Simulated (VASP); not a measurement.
BN:

```
B N
1.0
     2.50650    0.00000    0.00000
    -1.25325    2.17069    0.00000
     0.00000    0.00000    6.57374
B N
2 2
Direct
  0.33333 0.66667 0.25000
  0.66667 0.33333 0.75000
  0.33333 0.66667 0.75000
  0.66667 0.33333 0.25000
```

Base run:

```yaml
Program: VASP 6.6.1
Functional: r2SCAN
Potentials_or_basis: VASP PAW PBE potentials, release 64 (B, N)
Cutoff: 520 eV
k_mesh: 12 × 12 × 4
Occupations: gaussian, width 0.03 eV
Spin: no spin polarisation
```

Its results: band gap on the k mesh 4.85 eV, indirect (least direct gap 5.26 eV); pressure -0.8 GPa.

Question: The run is repeated on the same cell with these changes: functional from r2SCAN to PBE. What comes out?

Answer: Band gap on the k mesh 4.25 eV, indirect (least direct gap 4.63 eV); pressure 2.8 GPa.

r2SCAN gives the wider gap, since meta-GGAs in the generalised Kohn-Sham scheme recover part of the derivative discontinuity.

Caveats: the PAW data sets were made with another functional, which shifts forces and pressure a little (some runs); this functional lacks dispersion, which binds the layers, so the pressure and a relaxed spacing across them are unreliable (some runs).

A k mesh can miss the band edges.
